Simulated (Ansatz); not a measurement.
Runs of Ansatz 0.2.0 on Al2Cu. It takes space group I4/mmm (No. 139, tetragonal). The conventional cell has a = 4.061 Å, b = 4.061 Å, c = 5.702 Å, α = 90.00°, β = 90.00°, γ = 90.00°. Cu (site symmetry 4/mmm) is surrounded by 8 Al at 2.48 Å. Al (site symmetry -4m2) has 4 Cu at 2.48 Å and 2 Al at 2.85 Å as nearest neighbours. The cell comes from a database or a generator and needn't be the stable form of this composition.

```tsv
task	level	cell	k mesh	atoms under strain	gap on the mesh (eV)	pressure (GPa)	relaxed volume (Å³/atom)
relaxation of cell and atoms	PBEsol	relaxed	9 × 9 × 9	-	none	0.0	15.66
relaxation of cell and atoms	PBEsol+D3(BJ)	relaxed	9 × 9 × 9	-	none	0.0	15.13
relaxation of cell and atoms	PBEsol+D3(BJ)-ATM	relaxed	9 × 9 × 9	-	none	0.0	(b)
relaxation of cell and atoms	PBEsol+D4	relaxed	9 × 9 × 9	-	none	0.0	15.35
elastic constants	PBEsol	as given	8 × 8 × 8	relaxed	none	(a)	-
```

Alike in all rows: potentials or basis Ansatz PAW; no spin polarisation; cutoff (eV) 420; smearing fermi-dirac 0.05 eV.

Question: Estimate the missing entries.

Answer: (a) -0.2; (b) 15.21.

Caveats: the PAW data sets come from PBE, with cores solved anew for the run's functional, which leaves a small shift of forces and pressure; the plane-wave basis is chosen anew once the cell has moved, so the energies of steps on either side of that aren't comparable (some runs); pairwise dispersion overbinds metals, which lowers pressure and volume (some runs); elastic constants of metals need much finer meshes, so these are rough (some runs).

A gap of «none» marks a metal or a gap under the smearing width.
